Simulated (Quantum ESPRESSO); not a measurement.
# Ge: single point with PBE

The system is Ge.

```xyz
1
Lattice="2.6401 -0.0332 -0.0299 -0.0332 2.7560 -0.0258 -0.0299 -0.0258 2.7378" Properties=species:S:1:pos:R:3 pbc="T T T"
Ge    0.0331    0.0135    0.0315
```

The cell isn't the ideal one: cell strained at random at fixed volume.

```yaml
Program: Quantum ESPRESSO 7.5
Task: single point
Functional: PBE
Potentials_or_basis: SSSP 1.3 efficiency PBE
Cutoff: 748 eV
Density_cutoff: 5987 eV
k_mesh: 10 × 10 × 10
Occupations: fermi-dirac, width 0.05 eV
Spin: no spin polarisation
```

```
Pressure               : 0.0 GPa
Band gap on the k mesh : none (metal or under the smearing width)
```

Stress tensor (GPa, compression positive):
```
 5.16  0.46  0.38
 0.46 -3.30  0.17
 0.38  0.17 -1.99
```

Levels at points of the mesh, in eV from the Fermi level:
```
              k point  band 4  band 5  band 6  band 7  band 8  band 9  band 10  band 11
   (0.00, 0.00, 0.00)  -24.40  -24.40  -12.72    5.98    6.25    7.65     9.60    10.16
  (0.00, 0.00, -0.50)  -24.45  -24.40   -9.17   -5.55    8.69   10.34    13.00    15.14
  (0.00, -0.50, 0.00)  -24.45  -24.40   -9.27   -5.55    8.84   10.25    13.05    15.33
 (0.00, -0.50, -0.50)  -24.45  -24.35   -5.54   -2.79   -2.49    3.09    12.89    19.68
  (-0.50, 0.00, 0.00)  -24.43  -24.41   -8.56   -5.55    9.14    9.42    13.07    14.83
 (-0.50, 0.00, -0.50)  -24.47  -24.32   -4.77   -2.72   -2.09    3.30    11.79    18.58
 (-0.50, -0.50, 0.00)  -24.46  -24.32   -4.89   -2.80   -2.08    3.27    11.96    18.77
(-0.50, -0.50, -0.50)  -24.35  -24.31   -0.55   -0.14    0.42    0.79     6.63     6.75
```

It took 59 s on 1 thread of Arm Neoverse V1, with other jobs on the host, peak memory 0.18 GiB.
